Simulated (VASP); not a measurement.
# ZnS (F-43m) in VASP: settings compared

The runs below take ZnS through relaxation of cell and atoms, with PBEsol, PBE.

All numbers are computed with VASP 6.6.1; they aren't measurements. Logs are shortened: lines on timing, memory, paths and dates and some standing lists are left out, and cuts for length are marked.

## (1) The crystal as given

It takes space group F-43m (No. 216, cubic). The conventional cell has a = 5.361 Å, b = 5.361 Å, c = 5.361 Å, α = 90.00°, β = 90.00°, γ = 90.00°. Around Zn (site symmetry -43m) lie 4 S at 2.32 Å. S (site symmetry -43m) has 4 Zn at 2.32 Å as nearest neighbours.

## (2) Relaxation of cell and atoms, PBEsol

INCAR

```
PREC = Accurate
ENCUT = 600
EDIFF = 1E-7
ISMEAR = 0
SIGMA = 0.03
LREAL = F
LASPH = T
NELM = 80
ALGO = Normal
ISIF = 3
LWAVE = F
LCHARG = F
GGA = PS
IBRION = 2
NSW = 90
EDIFFG = -0.005
```

KPOINTS

```
Automatic mesh
0
Gamma
  10 10 10
```

POSCAR

```
ZnS                                     
1.0
   -0.0000000000      2.6803314387      2.6803314387
    2.6803314387      0.0000000000      2.6803314387
    2.6803314387      2.6803314387     -0.0000000000
  Zn              S             
     1     1
Direct
     0.2500000000000000    0.2500000000000000    0.2500000000000000
     0.0000000000000000    0.0000000000000000    0.0000000000000000
```

Potentials or basis: VASP PAW PBE potentials, release 64 (Zn, S).

Run with:

```sh
> cat potpaw_PBE.64/Zn/POTCAR potpaw_PBE.64/S/POTCAR > POTCAR
> mpirun -np 1 vasp_std > vasp.out
```

OUTCAR:

```text
PREC = Accurate
   ENCUT = 600
   EDIFF = 1E-7
   ISMEAR = 0
   LREAL = F
   LASPH = T
   NELM = 80
   ISIF = 3
   GGA = PS
   IBRION = 2
   NSW = 90
   EDIFFG = -0.005

 ion  position               nearest neighbor table
   1  0.250  0.250  0.250-   2 2.32   2 2.32   2 2.32   2 2.32
   2  0.000  0.000  0.000-   1 2.32   1 2.32   1 2.32   1 2.32

  LATTYP: Found a face centered cubic cell.
 ALAT       =     5.3606628774

  Lattice vectors:

 A1 = (   0.0000000000,   2.6803314387,   2.6803314387)
 A2 = (   2.6803314387,   0.0000000000,   2.6803314387)
 A3 = (   2.6803314387,   2.6803314387,   0.0000000000)

Analysis of symmetry for initial positions (statically):
=====================================================================
 Subroutine PRICEL returns:
 Original cell was already a primitive cell.

 Routine SETGRP: Setting up the symmetry group for a
 face centered cubic supercell.

 Subroutine GETGRP returns: Found 24 space group operations
 (whereof 24 operations were pure point group operations)
 out of a pool of 48 trial point group operations.

The static configuration has the point symmetry T_d .

Analysis of symmetry for dynamics (positions and initial velocities):
=====================================================================
 Subroutine PRICEL returns:
 Original cell was already a primitive cell.

 Routine SETGRP: Setting up the symmetry group for a
 face centered cubic supercell.

 Subroutine GETGRP returns: Found 24 space group operations
 (whereof 24 operations were pure point group operations)
 out of a pool of 48 trial point group operations.

The dynamic configuration has the point symmetry T_d .

 Subroutine INISYM returns: Found 24 space group operations
 (whereof 24 operations are pure point group operations),
 and found     1 'primitive' translations

----------------------------------------------------------------------------------------

                                     Primitive cell

  volume of cell :      38.5119

  direct lattice vectors                    reciprocal lattice vectors
     0.000000000  2.680331439  2.680331439    -0.186544094  0.186544094  0.186544094
     2.680331439  0.000000000  2.680331439     0.186544094 -0.186544094  0.186544094
     2.680331439  2.680331439  0.000000000     0.186544094  0.186544094 -0.186544094

  length of vectors
     3.790561072  3.790561072  3.790561072     0.323103849  0.323103849  0.323103849

  position of ions in fractional coordinates (direct lattice)
     0.250000000  0.250000000  0.250000000
     0.000000000  0.000000000  0.000000000

  ion indices of the primitive-cell ions
   primitive index   ion index
                 1           1
                 2           2

----------------------------------------------------------------------------------------

 KPOINTS: Automatic mesh

Automatic generation of k-mesh.
 Grid dimensions read from file:
 generate k-points for:   10   10   10

 Generating k-lattice:

  Cartesian coordinates                     Fractional coordinates (reciprocal lattice)
    -0.018654409  0.018654409  0.018654409     0.100000000  0.000000000  0.000000000
     0.018654409 -0.018654409  0.018654409     0.000000000  0.100000000  0.000000000
     0.018654409  0.018654409 -0.018654409     0.000000000  0.000000000  0.100000000

  Length of vectors
     0.032310385  0.032310385  0.032310385

  Shift w.r.t. Gamma in fractional coordinates (k-lattice)
     0.000000000  0.000000000  0.000000000

 Subroutine IBZKPT returns following result:
 ===========================================

 Found     47 irreducible k-points:

 Following reciprocal coordinates:
            Coordinates               Weight
  0.000000  0.000000  0.000000      1.000000
  0.100000  0.000000  0.000000      8.000000
  0.200000  0.000000  0.000000      8.000000
  0.300000  0.000000  0.000000      8.000000
  0.400000  0.000000  0.000000      8.000000
  0.500000  0.000000  0.000000      4.000000
[... 16 lines left out ...]
  0.300000  0.300000  0.000000      6.000000
  0.400000  0.300000  0.000000     24.000000
 [... further k-points ...]
   k-points           NKPTS =     47   k-points in BZ     NKDIM =     47   number of bands    NBANDS=     13
   number of dos      NEDOS =    301   number of ions     NIONS =      2
   total plane-waves  NPLWV =  27000
   dimension x,y,z NGX =    30 NGY =   30 NGZ =   30
   dimension x,y,z NGXF=    60 NGYF=   60 NGZF=   60
   ions per type =               1   1
   NGX,Y,Z   is equivalent  to a cutoff of  13.16, 13.16, 13.16 a.u.
   NGXF,Y,Z  is equivalent  to a cutoff of  26.31, 26.31, 26.31 a.u.
 SYSTEM =  unknown system
   PREC   = accura    normal or accurate (medium, high low for compatibility)
   ISTART =      0    job   : 0-new  1-cont  2-samecut
   ICHARG =      2    charge: 1-file 2-atom 10-const
   ISPIN  =      1    spin polarized calculation?
   LNONCOLLINEAR =      F non collinear calculations
   LSORBIT =      F    spin-orbit coupling
   LASPH  =      T    aspherical Exc in radial PAW
   ENCUT  =  600.0 eV  44.10 Ry    6.64 a.u.   7.57  7.57  7.57*2*pi/ulx,y,z
   NELM   =     80;   NELMIN=  2; NELMDL= -5     # of ELM steps
   EDIFF  = 0.1E-06   stopping-criterion for ELM
   LREAL  =      F    real-space projection
   EDIFFG = -.5E-02   stopping-criterion for IOM
   NSW    =     90    number of steps for IOM
   IBRION =      2    ionic relax: 0-MD 1-quasi-New 2-CG
   NFREE  =      1    steps in history (QN), initial steepest desc. (CG)
   ISIF   =      3    stress and relaxation
   ISYM   =      2    0-nonsym 1-usesym 2-fastsym
   POTIM  = 0.5000    time-step for ionic-motion
   TEBEG  =    0.0;   TEEND  =   0.0 temperature during run
   PSTRESS=    0.0 pullay stress
   NELECT =      18.0000    total number of electrons
   NUPDOWN=      -1.0000    fix difference up-down
   EMIN   =  10.00;   EMAX   =-10.00  energy-range for DOS
   EFERMI =   0.00;   METHOD = LEGACY
   ISMEAR =     0;   SIGMA  =   0.03  broadening in eV -4-tet -1-fermi 0-gaus
   EFERMI_NEDOS =   21; number of points for ismear=-14 and -15
   IALGO  =     38    algorithm
   IMIX   =      4    mixing-type and parameters
     AMIX     =   0.40;   BMIX     =  1.00
     AMIX_MAG =   1.60;   BMIX_MAG =  1.00
  volume/ion in A,a.u.               =      19.26       129.95
  Fermi-wavevector in a.u.,A,eV,Ry     =   1.270478  2.400855 21.961361  1.614114
  Thomas-Fermi vector in A             =   2.403463
   LORBIT       =      0    0 simple, 1 ext, 2 COOP (PROOUT), +10 PAW based schemes
   GGA     = PS    functional components
   LHFCALC =     F    Hartree Fock is set to
   AEXX    =    0.0000 exact exchange contribution
   IVDW    =     0    specifies the selected vdW correction
   LEPSILON=     F    determine dielectric tensor
   LRPA    =     F    only Hartree local field effects (RPA)
 conjugate gradient relaxation of ions
 non-spin polarized calculation
 Gauss-broadening in eV      SIGMA  =   0.03
  energy-cutoff  :      600.00
  volume of cell :       38.51
 maximum number of plane-waves:      1307
   NGX = 15   NGY = 15   NGZ = 15

 number of electron      18.0000011 magnetization

 Free energy of the ion-electron system (eV)
  ---------------------------------------------------
  ext. energy  EPLUGINS =         0.00000000
  ---------------------------------------------------
  free energy    TOTEN  =        -7.58912789 eV

  energy without entropy =       -7.58912789  energy(sigma->0) =       -7.58912789

 E-fermi :   2.4428     XC(G=0):  -9.9635

 val. band max:        2.2413271103   @ k =   0.0000   0.0000   0.0000
 cond. band min:       4.3243625343   @ k =   0.0000   0.0000   0.0000
 fundamental gap:      2.0830354240
 Fermi energy:         2.4427671322

 k-point     1 :       0.0000    0.0000    0.0000
  band No.  band energies     occupation
      1     -11.0859      2.00000
      2      -4.2313      2.00000
      3      -4.2313      2.00000
      4      -4.2313      2.00000
      5      -3.7031      2.00000
      6      -3.7031      2.00000
      7       2.2413      2.00000
      8       2.2413      2.00000
      9       2.2413      2.00000
     10       4.3244      0.00000
     11       8.5319      0.00000
     12       8.5319      0.00000
     13       8.5319      0.00000

 k-point     2 :       0.1000    0.0000    0.0000
  band No.  band energies     occupation
      1     -11.0059      2.00000
      2      -4.2339      2.00000
      3      -4.2167      2.00000
      4      -4.2167      2.00000
      5      -3.7046      2.00000
      6      -3.7046      2.00000
      7       1.4175      2.00000
      8       2.1380      2.00000
      9       2.1380      2.00000
     10       4.9521      0.00000
     11       8.4442      0.00000
     12       8.7101      0.00000
     13       8.7101      0.00000

 k-point     3 :       0.2000    0.0000    0.0000
  band No.  band energies     occupation
      1     -10.7846      2.00000
      2      -4.2228      2.00000
      3      -4.1808      2.00000
      4      -4.1808      2.00000
      5      -3.7048      2.00000
      6      -3.7048      2.00000
      7       0.0149      2.00000
      8       1.8883      2.00000
      9       1.8883      2.00000
     10       5.5910      0.00000
     11       8.7028      0.00000
     12       9.0612      0.00000
     13       9.0612      0.00000
[... 305 lines left out ...]
 k-point    23 :       0.3000    0.3000    0.0000
  band No.  band energies     occupation
      1     -10.2798      2.00000
      2      -4.3075      2.00000
      3      -4.0200      2.00000
      4      -4.0200      2.00000
      5      -3.7396      2.00000
      6      -3.6500      2.00000
      7      -0.9686      2.00000
      8       0.5992      2.00000
      9       0.5992      2.00000
     10       6.1930      0.00000
     11       6.7658      0.00000
     12      11.2393      0.00000
     13      11.5253      0.00000

 k-point    24 :       0.4000    0.3000    0.0000
  band No.  band energies     occupation
      1     -10.0633      2.00000
      2      -4.2755      2.00000
      3      -3.9723      2.00000
      4      -3.9643      2.00000
      5      -3.6828      2.00000
      6      -3.6418      2.00000
      7      -1.6142      2.00000
      8       0.1473      2.00000
      9       0.3704      2.00000
     10       6.1192      0.00000
     11       6.8705      0.00000
     12      10.9830      0.00000
     13      11.9665      0.00000

 [... further k-points ...]
[... 5 lines left out ...]
  --------------------------------------------------------------------------------------
  -------------------------------------------------------------------------------------
  Total        0.0042992      0.0042992      0.0042992      0.0000000     -0.0000000     -0.0000000
  in kB        0.1788544      0.1788544      0.1788544      0.0000000     -0.0000000     -0.0000000
  external PRESSURE =       0.1788544 kB  Pullay stress =       0.0000000 kB

 VOLUME and BASIS-vectors are now :
 -----------------------------------------------------------------------------
  energy-cutoff  :      600.00
  volume of cell :       38.51
      direct lattice vectors                 reciprocal lattice vectors
     0.000000000  2.680331439  2.680331439    -0.186544094  0.186544094  0.186544094
     2.680331439  0.000000000  2.680331439     0.186544094 -0.186544094  0.186544094
     2.680331439  2.680331439  0.000000000     0.186544094  0.186544094 -0.186544094

 POSITION                                       TOTAL-FORCE (eV/Angst)
 -----------------------------------------------------------------------------------
      1.34017      1.34017      1.34017         0.000000      0.000000      0.000000
      0.00000      0.00000      0.00000        -0.000000     -0.000000     -0.000000
 -----------------------------------------------------------------------------------
    total drift:                               -0.000000     -0.000000     -0.000000

  FREE ENERGIE OF THE ION-ELECTRON SYSTEM (eV)
  ---------------------------------------------------
  free  energy   TOTEN  =        -7.5891278871 eV

  energy  without entropy=       -7.5891278871  energy(sigma->0) =       -7.58912789

 reached required accuracy - stopping structural energy minimisation
```

Run time: 24 s. Hardware: 1 thread of Intel Xeon Platinum 8259CL at 2.50GHz (Skylake/Cascade Lake), shared host; peak memory 0.18 GiB.

What came out:

| Item | Value |
| --- | --- |
| Free energy | -7.5891 eV |
| Pressure after relaxing | 0.0 GPa |
| Band gap on the k mesh | 2.08 eV, direct |

Final structure:
```cif
data_structure
_symmetry_space_group_name_H-M 'P 1'
_symmetry_Int_Tables_number 1
_cell_length_a 3.7906
_cell_length_b 3.7906
_cell_length_c 3.7906
_cell_angle_alpha 60.000
_cell_angle_beta 60.000
_cell_angle_gamma 60.000
_cell_volume 38.51
loop_
_atom_site_label
_atom_site_type_symbol
_atom_site_fract_x
_atom_site_fract_y
_atom_site_fract_z
_atom_site_occupancy
Zn1 Zn 0.25000 0.25000 0.25000 1
S1 S 0.00000 0.00000 0.00000 1
```

Levels at points of the mesh, in eV from the valence-band top:
```csv
k point,band 5,band 6,band 7,band 8,band 9,band 10,band 11,band 12,band 13
"(0.00, 0.00, 0.00)",-5.94,-5.94,0.00,0.00,0.00,2.08,6.29,6.29,6.29
"(0.50, 0.00, 0.00)",-5.91,-5.74,-5.52,-0.91,-0.91,3.24,6.82,6.82,8.79
"(0.50, 0.50, 0.00)",-5.86,-5.72,-4.70,-2.34,-2.34,3.18,3.96,11.00,12.04
```

Caveat: the relaxation stopped at its first step, so nothing moved; the PAW data sets were made with another functional, which shifts forces and pressure a little.

## (3) Relaxation of cell and atoms, PBE

This run uses another cell than the first one, of 19.73 Å³/atom, 1.024 times its volume.

INCAR

```
SYSTEM = ZnS
PREC = Accurate ; ENCUT = 600
EDIFF = 1E-6 ; ISMEAR = 0
SIGMA = 0.03 ; LREAL = .FALSE.
LASPH = .TRUE. ; NELM = 80
ALGO = Normal ; ISIF = 3
LWAVE = .FALSE. ; LCHARG = .FALSE.
GGA = PE ; IBRION = 2
NSW = 90 ; EDIFFG = -0.01
```

KPOINTS

```
Automatic mesh
0
G
  10 10 10
  0 0 0
```

POSCAR

```
ZnS
1.0
    0.0000000000      2.7020000000      2.7020000000
    2.7020000000      0.0000000000      2.7020000000
    2.7020000000      2.7020000000      0.0000000000
Zn S
1 1
Direct
    0.2500000000      0.2500000000      0.2500000000
    0.0000000000      0.0000000000      0.0000000000
```

Potentials or basis: VASP PAW PBE potentials, release 64 (Zn, S).

Run with:

```sh
> cat potpaw_PBE.64/Zn/POTCAR potpaw_PBE.64/S/POTCAR > POTCAR
> mpirun -np 1 vasp_std > vasp.out
```

Wall time 75 s (1 thread of Intel Xeon Platinum 8375C at 2.90GHz (Ice Lake), shared host); peak memory 0.19 GiB.

It converged, with:

```yaml
Free_energy: -6.8524 eV
Relaxed_volume: 20.20 Å³/atom
Relaxed_cell: a = 3.852 Å, b = 3.852 Å, c = 3.852 Å, α = 60.00°, β = 60.00°, γ = 60.00°
Space_group_after_relaxing_to_0.05_Å: F-43m (No. 216)
Energy_gained_by_relaxing: 2.6 meV/atom
Ionic_steps: 3
Pressure_after_relaxing: 0.1 GPa
Band_gap_on_the_k_mesh: 2.01 eV, direct
```

Step by step:
| step | energy change (eV) | largest force (eV/Å) | pressure (GPa) | volume (Å³) |
| --- | --- | --- | --- | --- |
| 1 | 0.0000 | 0.0000 | 1.79 | 39.45 |
| 2 | -0.0046 | 0.0000 | -0.52 | 40.72 |
| 3 | -0.0051 | 0.0000 | 0.06 | 40.40 |

Final structure:
```
Zn S
1.0
     0.00000    2.72352    2.72352
     2.72352    0.00000    2.72352
     2.72352    2.72352    0.00000
Zn S
1 1
Cartesian
  1.3618 1.3618 1.3618
  0.0000 0.0000 0.0000
```

Levels at points of the mesh, in eV from the valence-band top:
```
           k point  band 7  band 8  band 9  band 10  band 11  band 12
(0.00, 0.00, 0.00)    0.00    0.00    0.00     2.01     6.41     6.41
(0.50, 0.00, 0.00)   -5.14   -0.83   -0.83     3.26     6.94     6.94
(0.50, 0.50, 0.00)   -4.47   -2.13   -2.13     3.46     4.07    10.81
```

PBE usually gives volumes a little too large and moduli too small. Zero-point motion and thermal expansion aren't in these numbers.
